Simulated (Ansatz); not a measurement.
# Ionic part of the dielectric constant of BN at 40 GPa, mode by mode

Level of theory: DFT PBEsol, scalar-relativistic, plane waves, PAW (Ansatz 0.2.0). Settings: 420 eV plane-wave cutoff, Γ-centred 12×12×12 mesh, fixed occupations. No spin polarisation. Phonons by linear response, acoustic sum rule imposed.

Symmetry: F-43m, No. 216, cubic system. The conventional cell has a = 3.501 Å, b = 3.501 Å, c = 3.501 Å, α = 90.00°, β = 90.00°, γ = 90.00°. B (site symmetry -43m) is surrounded by 4 N at 1.52 Å. Around N (site symmetry -43m) lie 4 B at 1.52 Å.

Other phases may be more stable at this pressure.

The primitive cell has V = 10.73 Å³ and ε∞,yy = 4.554. Each polar mode adds Δε = (4.92064×10⁷/V)·S/ν² along y, with S its oscillator strength in e²/amu, ν in cm⁻¹ and V in Å³.

Question: From these modes, find each Δε and ε0,yy.
| ν (cm⁻¹) | S_yy (e²/amu) |
| --- | --- |
| 1165.1 | 0.5667 |

Answer:
```tsv
ν (cm⁻¹)	Δε
1165.1	1.91
```

The sum is 1.915, so ε0,yy = 6.47; the run's tensor has 6.47.

Question: Where do the longitudinal modes lie for a wave vector along y?

Answer: At 1389 cm⁻¹. The Lyddane–Sachs–Teller product Π(ν_LO/ν_TO)² = 1.42 matches ε0/ε∞ = 1.42.

Cost: 1 run of about 1.1 core-minutes, on Arm Neoverse V1 (shared hosts).

The lattice adds 1.91 to the dielectric constant, clearly less than the electronic polarisability does, so cubic BN screens static fields mainly through its electrons even though its bonds are polar. The whole ionic part comes from the one zone-centre optical mode, in which the B and N sublattices move against each other, and cubic symmetry makes the response the same in every direction. Atomic mass cancels between oscillator strength and squared frequency, so the high frequency that light atoms bring is not itself the reason for the small value. What counts is the Born effective charge set against the restoring force, and the short, strongly directional sp³ bonds make that force large. The charge transfer from B to N is still sufficient for the macroscopic field to lift the longitudinal mode well above the transverse one, to 1389 cm⁻¹. With a single polar mode, the Lyddane–Sachs–Teller agreement follows from the same charges and force constants, so it confirms internal consistency rather than accuracy against experiment.
